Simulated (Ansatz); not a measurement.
The cell was built from the fcc type and relaxed in the same program, and has space group Fm-3m; it needn't be a known or the stable phase.

I: DFT, PBE, all-electron LAPW, scalar-relativistic (Ansatz 0.2.0).

```yaml
crystal:
  lattice:
    - [0.0, 2.6005916619, 2.6005916619]
    - [2.6005916619, 0.0, 2.6005916619]
    - [2.6005916619, 2.6005916619, 0.0]
  atoms:
    - { symbol: I, position: [0.0, 0.0, 0.0] }
kpoints:
  mp_grid: { grid: [14, 14, 14] }
  band_path:
    path:
      - [0.0, 0.0, 0.0]
      - [0.5, 0.0, 0.5]
      - [0.625, 0.25, 0.625]
      - [0.375, 0.375, 0.75]
      - [0.0, 0.0, 0.0]
      - [0.5, 0.5, 0.5]
      - [0.5, 0.25, 0.75]
      - [0.5, 0.0, 0.5]
    npoints: 8
scf:
  occupations: { method: fermi_dirac, width: 0.08 }
hamiltonian:
  xc: pbe
  pseudopotentials: { kind: all_electron, lapw: { basis_error: 0.001 } }
output:
  forces: true
  stress: true
  eigenvalues: true
  populations: true
  dos: { projected: true, de: 0.2, e_range: [-14, 8] }
```

Output:

```
I: projections on atomic orbitals take those of the free atom 1s2 2s2 2p6 3s2 3p6 3d10 4s2 4p6 4d10 5s2 5p5, of charge +0.00 (hamiltonian.pseudopotentials.projection_atoms)
LAPW: plane waves up to 5.334 Å⁻¹, error target 1.0e-3 eV per atom; small_component_spin mean_spin; I in spheres of 1.839 Å, 25 of its electrons in bands, Dirac shells []
Engine: ansatz 0.2.0
Pseudopotentials: kind: all_electron
Pseudopotential: I, LAPW, valence charge 25, Koelling and Harmon's equation, gaussian nucleus
Functional definition: PBE
  parameter kappa = 0.804
  parameter beta = 0.06672455060314922
  exchange = pbe_x(kappa = kappa, mu = beta*pi^2/3)
  correlation = pbe_c(beta = beta)
Crystal: 1 atoms, lattice volume = 35.176 Å³
Basis set: ecut = 108.41193391249446 eV, 89 PW (Γ), exchange–correlation at level 2
Bands: 17, of which v1, the nominal top of the filled ones, is band 13 counted from 1 (12 counted from 0)
Symmetry: 48 space group operations
Space group: Fm-3m (ITA 225), of the structure as read, at distance tolerance 3.3e-5 Å
k-points: 104 of 2744
Non-local potential: I, projectors of the file, none
Initial density: superposition of atomic densities (chi_scale 0.1, normalization cell)
Initial wavefunctions: plane waves of lowest kinetic energy (no species holds an atomic orbital)
Functional: x = pbe(κ = 0.804, μ = 0.2195149727645171), c = pbe(β = 0.06672455060314922)
iter 1 solved again at ethr=2.44e-6 eV; its pass at ethr=1.00e-1 eV (dr2=6.10e-4 eV) is discarded
SCF iter   1: F=—  HF=-193641.422248 eV  |F-HF|=—  |Δ(HF+E_count)|=         —  Δρ=1.74e-3  dr2=6.14e-4  ethr=2.44e-6  ⟨swp⟩=4.7  Hψ=13107  notcnv=0
preconditioner: auto → LDOS  [metal: Δε(μ)=0.041 eV  Ē_g=13.396 eV  σ=0.080 eV  W_gap=0.12  n_scr=14 (ndim 8)  ℏωp=16.6 eV  f_vac=0.036  D(μ)=1.63/eV (n_scr^D=14)  β→1.0]
iter 2 solved again at ethr=1.42e-7 eV; its pass at ethr=2.44e-6 eV (dr2=3.56e-5 eV) is discarded
SCF iter   2: F=—  HF=-193641.421874 eV  |F-HF|=—  |Δ(HF+E_count)|=   3.74e-4  Δρ=4.16e-4  dr2=3.56e-5  ethr=1.42e-7  ⟨swp⟩=2.0  Hψ=9346  notcnv=0
SCF iter   3: F=—  HF=-193641.421768 eV  |F-HF|=—  |Δ(HF+E_count)|=   1.05e-4  Δρ=1.43e-4  dr2=4.84e-6  ethr=1.42e-7  ⟨swp⟩=3.0  Hψ=5888  notcnv=0
SCF iter   4: F=—  HF=-193641.421676 eV  |F-HF|=—  |Δ(HF+E_count)|=   9.27e-5  Δρ=4.35e-5  dr2=4.60e-7  ethr=1.94e-8  ⟨swp⟩=3.0  Hψ=5691  notcnv=0
SCF iter   5: F=—  HF=-193641.421672 eV  |F-HF|=—  |Δ(HF+E_count)|=   4.03e-6  Δρ=8.07e-6  dr2=1.68e-8  ethr=1.84e-9  ⟨swp⟩=3.0  Hψ=5739  notcnv=0
SCF iter   6: F=-193641.421672 eV  HF=-193641.421672 eV  |F-HF|=1.02e-9  |Δ(HF+E_count)|=   1.27e-7  Δρ=1.06e-6  dr2=3.23e-10  ethr=6.73e-11  ⟨swp⟩=3.0  Hψ=5779  notcnv=0
SCF 1 converged in 6 iterations: F = -193641.421672 eV  dr2 = 3.23e-10
NSCF: frozen V_eff on 57 k-points
SCF converged after 6 iterations
Free energy (F): -193641.421672 eV
Harris-Foulkes:  -193641.421672 eV  (|F-HF|=1.02e-9)
Internal energy: -193641.387655 eV  (E = F + TS)
E sigma→0 (E₀):  -193641.404663 eV
Entropy (-TS):   -0.034017 eV (-34.017 meV/atom)
Fermi energy:    9.084479 eV
--- Per-component energies (eV) ---
  E_band       = -1336.184852
  E_kinetic    = 204943.187935
  E_xc         = -4939.455799
  E_electrostatic = -393645.119791  (all electrons and nuclei)
  E_smearing   = -0.034017  (= −TS)
  E_closure    = 0.000000  (closes the sum)
  E_atoms      = -193640.378522  (free atoms, spherical and without spin; not in F)
  Σ components = -193641.421672   (vs F -193641.421672, Δ=0.00e0)
  Basis errors (estimates in eV, not in F): energy 2.4e-4 per atom: plane waves 2.4e-4 (1.6e-4 summed), levels above the bands 6.2e-61, relativity 5.5e-9, radial functions 5.6e-6, core shells 4.3e-14; eigenvalues (radial functions only) 2.1e-4; not estimated: angular momenta, meshes, grids; target (lapw.basis_error) 1.0e-3; muffin-tin radii I 1.839 Å
--- Forces (eV/Å), atoms counted from 1 ---
  atom   1  I      0.00000000    -0.00000000     0.00000000
  max |Σ_I F_I| component: 5.75e-32 eV/Å
--- Stress (GPa, compression-positive) ---
        0.025630      -0.000000       0.000000
       -0.000000       0.025630       0.000000
        0.000000       0.000000       0.025630
  P = ⅓ Tr σ = 0.0256 GPa (0.256 kbar)
--- Band table (eV; the first three rows and the last of 104) ---
  k-point 0: bands = ["-165.9125", "-112.9017", "-112.9017", "-112.9017", "-35.6851", "-35.6851", "-35.6851", "-35.6834", "-35.6834", "-4.3006", "10.0692", "10.0692", "10.0692", "16.2428", "18.8738", "18.8738", "18.8738"]
  k-point 1: bands = ["-165.9125", "-112.9017", "-112.9017", "-112.9017", "-35.6851", "-35.6850", "-35.6850", "-35.6834", "-35.6834", "-4.2466", "9.6545", "10.0272", "10.0272", "16.5576", "18.5204", "18.9856", "18.9856"]
  k-point 2: bands = ["-165.9125", "-112.9017", "-112.9017", "-112.9017", "-35.6849", "-35.6847", "-35.6847", "-35.6832", "-35.6832", "-4.0892", "8.6728", "9.9141", "9.9141", "16.8712", "18.5229", "19.2274", "19.2274"]
  k-point 103: bands = ["-165.9125", "-112.9017", "-112.9017", "-112.9017", "-35.6841", "-35.6839", "-35.6822", "-35.6818", "-35.6792", "-2.3611", "5.8735", "6.4688", "7.4283", "16.3585", "17.9525", "19.8827", "20.3231"]
--- Löwdin populations: 1 site ---
  site symbol       q [e]
     0      I     52.9648
  spilling = 0.000664 (of n_electrons = 53.000000)
```

populations.tsv:

```
# site	symbol	l	j	q
# orbitals = lowdin
# n_electrons = 53.000000
# spilling = 0.000664
# projection_atom_I: 1s2 2s2 2p6 3s2 3p6 3d10 4s2 4p6 4d10 5s2 5p5
0	I	0_1S	-	2.000000
0	I	0_2S	-	2.000000
0	I	0_3S	-	1.999999
0	I	0_4S	-	1.999987
0	I	0_5S	-	1.998202
0	I	1_2P	-	6.000000
0	I	1_3P	-	5.999999
0	I	1_4P	-	5.999928
0	I	1_5P	-	4.966717
0	I	2_3D	-	10.000000
0	I	2_4D	-	9.999981
```
